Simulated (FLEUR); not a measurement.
AlNi3: equation of state with r2SCAN

The system is AlNi3.

```
Ni Al
1.0
     0.00000    2.80189    2.80189
     2.80189    0.00000    2.80189
     2.80189    2.80189    0.00000
Ni Al
3 1
Direct
  0.75000 0.75000 0.75000
  0.00000 0.00000 0.00000
  0.25000 0.25000 0.25000
  0.50000 0.50000 0.50000
```

The cell comes from a database or a generator and needn't be the stable form of this composition.

```yaml
Program: FLEUR MaX-R8.1 (later development tree)
Task: equation of state
Functional: r2SCAN
Potentials_or_basis: all-electron
Basis: FLAPW
Kmax: 5.08 1/bohr
k_mesh: 8 × 8 × 8
Occupations: fermi-dirac, width 0.05 eV
Spin: collinear spin, program default start
```

* Equilibrium volume: 11.01 Å³/atom
* Bulk modulus: 200 GPa

Energy against volume, from the lowest point:
```csv
volume (Å³/atom),energy (meV/atom)
10.338,28.35
10.558,12.27
10.998,0.00
11.438,9.90
11.658,21.69
```

Caveat: the meta-GGA is that of a development version, with a GGA for the radial functions and cores and without core tails.
